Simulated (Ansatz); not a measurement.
# H8WC20: the cost of one run

All numbers below are computed with Ansatz 0.2.0 (DFT PBE, plane waves, PAW, scalar-relativistic, no spin polarisation).

## 1. The system as given

The cell holds 29 atoms (C20H8W): a = 5.049 Å, b = 5.049 Å, c = 17.165 Å, α = 90.00°, β = 90.00°, γ = 90.00°.

Its coordinates follow in the input file.

## 2. Relaxing end A

input.yaml reads:

```yaml
crystal:
  lattice:
    - [5.048742, 0.0, 0.0]
    - [0.0, 5.048742, 0.0]
    - [0.0, 0.0, 17.1647]
  atoms:
    - { symbol: H, position: [0.4277868, 0.0, 0.0582591] }
    - { symbol: H, position: [0.0722132, 0.0, 0.0582591] }
    - { symbol: H, position: [0.9277868, 0.0, 0.0582591] }
    - { symbol: H, position: [0.5722132, 0.0, 0.0582591] }
    - { symbol: H, position: [0.4277868, 0.5, 0.0582591] }
    - { symbol: H, position: [0.0722132, 0.5, 0.0582591] }
    - { symbol: H, position: [0.9277868, 0.5, 0.0582591] }
    - { symbol: H, position: [0.5722132, 0.5, 0.0582591] }
    - { symbol: C, position: [0.25, 0.0, 0.0952362] }
    - { symbol: C, position: [0.75, 0.0, 0.0952362] }
    - { symbol: C, position: [0.25, 0.5, 0.0952362] }
    - { symbol: C, position: [0.75, 0.5, 0.0952362] }
    - { symbol: C, position: [0.25, 0.25, 0.1472324] }
    - { symbol: C, position: [0.75, 0.25, 0.1472324] }
    - { symbol: C, position: [0.25, 0.75, 0.1472324] }
    - { symbol: C, position: [0.75, 0.75, 0.1472324] }
    - { symbol: C, position: [0.0, 0.25, 0.1992286] }
    - { symbol: C, position: [0.5, 0.25, 0.1992286] }
    - { symbol: C, position: [0.0, 0.75, 0.1992286] }
    - { symbol: C, position: [0.5, 0.75, 0.1992286] }
    - { symbol: C, position: [0.0, 0.0, 0.2512249] }
    - { symbol: C, position: [0.5, 0.0, 0.2512249] }
    - { symbol: C, position: [0.0, 0.5, 0.2512249] }
    - { symbol: C, position: [0.5, 0.5, 0.2512249] }
    - { symbol: C, position: [0.25, 0.0969069, 0.3008908] }
    - { symbol: C, position: [0.75, 0.0969069, 0.3008908] }
    - { symbol: C, position: [0.25, 0.4030931, 0.2799175] }
    - { symbol: C, position: [0.75, 0.4030931, 0.2799175] }
    - { symbol: W, position: [0.8293317, 0.3181064, 0.4244001] }
basis:
  ecutwfc: 420.0
kpoints:
  mp_grid: { grid: [3, 3, 1] }
hamiltonian:
  xc: pbe
  pseudopotentials: { kind: paw, azcp: { folder: soft_1 } }
scf:
  occupations: { method: gaussian, width: 0.05 }
  lower_state_search: "off"
relax:
  f_tol: 0.03
  max_steps: 60
  adjacent_minimum: "off"
  constraints: [{ sites: [0, 1, 2, 3, 4, 5, 6, 7, 8, 9, 10, 11, 12, 13, 14, 15] }]
```

Run with:

```console
$ ansatz run input.yaml --threads 2 --pin off --max-ram 5120MiB --backend cpu --events-out ev --progress --plain --runs-dir out
```

What time and memory should one allow on 2 threads of Arm Neoverse V1, shared host?

About 90 s, with a peak of 0.72 GiB.
